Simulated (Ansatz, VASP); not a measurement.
# One calculation of ZnSe, two programs

```
Zn Se
1.0
     0.00000    2.83380    2.83380
     2.83380    0.00000    2.83380
     2.83380    2.83380    0.00000
Zn Se
1 1
Cartesian
  0.0000 0.0000 0.0000
  4.2507 4.2507 4.2507
```

Alike in both runs: task electric field gradients; functional PBE; k mesh 8 × 8 × 8; occupations fermi-dirac, width 0.03 eV; no spin polarisation.

|  | VASP | Ansatz |
| --- | --- | --- |
| version | VASP 6.6.1 | Ansatz 0.2.0 |
| potentials or method | VASP PAW PBE potentials, release 64 (Zn, Se) | PAW with Ansatz's default frozen-core files, scalar-relativistic |
| plane-wave cutoff (eV) | 520 | 420 |
| valence electrons in the cell | 18 | 28 |

|  | VASP | Ansatz | Ansatz less VASP |
| --- | --- | --- | --- |
| gap on the k mesh at the Fermi level (eV) | 1.29 | 1.29 | -0.002 |
| pressure (GPa) | 2.3 | 2.1 | -0.24 |
| Vzz of the field gradient on the site that differs most (V/Å²) | 0.0 | 0.0 | 0.00 |

The two sets of potentials don't hold the same shells in valence.

A hybrid or GW would open this gap; PBE tends to underestimate it.
